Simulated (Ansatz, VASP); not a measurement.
## Two plane-wave programs on CdS

```
Cd S
1.0
     0.00000    2.81900    3.10090
     2.81900    0.00000    3.10090
     2.81900    2.81900    0.00000
Cd S
1 1
Direct
  0.00000 0.00000 0.00000
  0.75000 0.75000 0.75000
```

Alike in both runs: task single point; functional PBE; k mesh 10 × 10 × 10; occupations gaussian, width 0.05 eV; no spin polarisation.

|  | VASP | Ansatz |
| --- | --- | --- |
| version | VASP 6.6.1 | Ansatz 0.2.0 |
| potentials or method | VASP PAW PBE potentials, release 64 (Cd, S) | scalar-relativistic, plane waves, PAW |
| plane-wave cutoff (eV) | 520 | 420 |
| valence electrons in the cell | 18 | 26 |

```csv
,VASP,Ansatz,Ansatz less VASP
gap on the k mesh at the Fermi level (eV),1.03,1.03,-0.005
least direct gap on the mesh (eV),1.03,1.03,-0.005
pressure (GPa),3.4,3.0,-0.37
largest component of the traceless stress (GPa),1.30,1.34,+0.031
```

With one functional, cell and mesh, what is left measures potentials, basis and numerics. The two sets of potentials don't hold the same shells in valence.
